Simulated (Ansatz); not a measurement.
BN: an elastic run with SCF threshold 0.01 eV

Level of theory: Ansatz, DFT PBEsol, scalar-relativistic, plane waves, PAW.

Launched with:
```bash
ansatz run input.yaml --threads 1 --pin off --max-ram 3072MiB --backend cpu --events-out ev --progress --plain --runs-dir out
```

Input (bare energies are in eV):
```yaml
crystal:
  lattice:
    - [0.0, 3.5696232217, 2.1677973122]
    - [1.2524391564, 0.0, 2.1677973122]
    - [1.2524391564, 3.5696232217, 0.0]
  atoms:
    - { symbol: B, position: [6.55587e-05, 6.55587e-05, 0.9999344413] }
    - { symbol: "N", position: [0.6666344313, 0.6666344313, 0.3333655687] }
basis:
  ecutwfc: 420
kpoints:
  mp_grid: { grid: [12, 12, 12] }
hamiltonian:
  xc: pbesol
scf:
  occupations: { method: fixed }
  max_iter: 50
  convergence: { dr2_threshold: 0.01 }
output:
  forces: true
  stress: true
  eigenvalues: true
elastic:
  mode: relaxed_ion
  stencil: two_point
```

From the output:
```
--- Elastic constants: 6 strain directions × 2 members + reference (group order 4) ---
  dense FFT box of the reference and of every strained cell: 30×18×27
  strains applied: 11, 22, 33, 23, 13, 12; error gains: componentwise 1.00 (the most a stress slope's error grows in a printed constant), spectral 1.00 (1 for all six strains in a standard setting)
  C = ∂σ_k/∂η_j (tension-positive GPa; Voigt order 11 22 33 23 13 12):
       817.043      2.996    191.678     -0.000      0.000     -0.000
         2.597      8.404     -2.099     -0.000     -0.000      0.000
       191.641     -1.619    819.715     -0.000      0.000     -0.000
         0.000      0.000      0.000     -1.577      0.000      0.000
         0.000     -0.000      0.000      0.000    313.477     -0.000
         0.000     -0.000      0.000     -0.000      0.000      4.898
  reference stress σ⁰ (GPa):     -0.002     -0.007     -0.002      0.000      0.000     -0.000
  C* (energy form; C + prestress term) asymmetry max|C*_kj − C*_jk| = 4.857e-1 GPa — a small one proves nothing (zero by symmetry where the batch's group is 432, −43m or m−3m); a large one is finite-difference/SCF noise where every solve ...
  moduli (Voigt/Reuss/Hill, GPa): K = 225.60/8.26/116.93   G = 160.20/-18.94/70.63   E = 176.37   ν = 0.249
  mechanically stable: NO (min eigenvalue of sym C = -1.58 GPa)
  the cell is mechanically unstable, and its weakest contacts join parallel layers: if it is meant as a slab among its images, read the layer's verdict in place of the crystal's
  the layer in its plane, per area (N/m: the tensor there times 3.5696 Å, the cell's volume per area; the error gains are the tensor's), 1 along (-0.500, 0.000, 0.866), 2 along (0.866, 0.000, 0.500):
    C11 = 292.40   C22 = 291.92   C12 = 68.38   C66 = 111.87   C16 = 0.19   C26 = 0.22
  moduli of the layer (Voigt/Reuss/Hill, N/m): K = 180.27/180.27/180.27   G = 111.88/111.88/111.88   E = 276.14   ν = 0.234
  mechanically stable in its plane: yes (min eigenvalue of those constants = 111.87 N/m; a buckling out of the plane is not judged)
  the stresses are not corrected for the forces that the relaxations left standing (`elastic.f_tol`)
  strain η (Voigt 11):  stress-route row diagonal C_11 = 817.04 GPa, energy-path curvature d²(F+E_count+ΔE)/dδ²/Ω₀ = 816.49 GPa
         δ    σ_11 (GPa) F (eV) n_scf n_hpsi n_pw
    -2.000e-3      -1.6444        -533.7775136       2   23927    396   relax 3 steps, max|allowed force component| 4.87e-7 eV/Å
     2.000e-3       1.6238        -533.7774866       2   23921    396   relax 3 steps, max|allowed force component| 3.64e-5 eV/Å
  strain η (Voigt 22):  stress-route row diagonal C_22 = 8.40 GPa, energy-path curvature d²(F+E_count+ΔE)/dδ²/Ω₀ = 7.98 GPa
         δ    σ_22 (GPa) F (eV) n_scf n_hpsi n_pw
    -2.000e-3      -0.0238        -533.7777034       2   23453    396   relax 3 steps, max|allowed force component| 3.20e-6 eV/Å
     2.000e-3       0.0098        -533.7776702       2   23423    396   relax 3 steps, max|allowed force component| 2.96e-6 eV/Å
  strain η (Voigt 33):  stress-route row diagonal C_33 = 819.72 GPa, energy-path curvature d²(F+E_count+ΔE)/dδ²/Ω₀ = 819.18 GPa
         δ    σ_33 (GPa) F (eV) n_scf n_hpsi n_pw
    -2.000e-3      -1.6481        -533.7775069       2   23930    396   relax 3 steps, max|allowed force component| 2.82e-5 eV/Å
     2.000e-3       1.6308        -533.7774844       2   23888    396   relax 3 steps, max|allowed force component| 1.19e-5 eV/Å
  strain η (Voigt 23):  stress-route row diagonal C_44 = -1.58 GPa, energy-path curvature d²(F+E_count+ΔE)/dδ²/Ω₀ = -1.60 GPa
         δ    σ_23 (GPa) F (eV) n_scf n_hpsi n_pw
    -2.000e-3       0.0032        -533.7776952       2   37554    396   relax 3 steps, max|allowed force component| 3.02e-6 eV/Å
     2.000e-3      -0.0032        -533.7776952       2   37722    396   relax 3 steps, max|allowed force component| 3.01e-6 eV/Å
  strain η (Voigt 13):  stress-route row diagonal C_55 = 313.48 GPa, energy-path curvature d²(F+E_count+ΔE)/dδ²/Ω₀ = 313.37 GPa
         δ    σ_13 (GPa) F (eV) n_scf n_hpsi n_pw
    -2.000e-3      -0.6270        -533.7776268       2   37245    396   relax 7 steps, max|allowed force component| 6.13e-7 eV/Å
     2.000e-3       0.6270        -533.7776268       2   37280    396   relax 7 steps, max|allowed force component| 8.99e-7 eV/Å
  strain η (Voigt 12):  stress-route row diagonal C_66 = 4.90 GPa, energy-path curvature d²(F+E_count+ΔE)/dδ²/Ω₀ = 4.63 GPa
         δ    σ_12 (GPa) F (eV) n_scf n_hpsi n_pw
    -2.000e-3      -0.0098        -533.7776923       2   39152    396   relax 1 steps, max|allowed force component| 5.90e-6 eV/Å
     2.000e-3       0.0098        -533.7776923       2   39164    396   relax 1 steps, max|allowed force component| 5.92e-6 eV/Å
```

Time: 8.6 min on 1 thread of Intel(R) Xeon(R) Processor @ 2.50GHz (Skylake/Cascade Lake) (shared host), peak memory 0.44 GiB.

Beside the reference run (Plane waves to 420 eV; Γ-centred k mesh 12×12×12; fixed occupations. No spin polarisation.), the elastic coefficients (GPa; two-point stencil, strain 0.002 and ions relaxed unless stated):
| setting | C11 | C12 | C44 | C33 | C13 | C66 |
| --- | --- | --- | --- | --- | --- | --- |
| reference run | 817.0 | 2.7 | -1.6 | 819.7 | 191.5 | 4.8 |
| SCF threshold 0.01 eV | 817.0 | 3.0 | -1.6 | 819.7 | 191.7 | 4.9 |

The crystal is built of layers and no dispersion correction was added, so the binding between them is poorly described, and with it their spacing and whatever depends on it.

This form isn't the usual stable structure of the compound.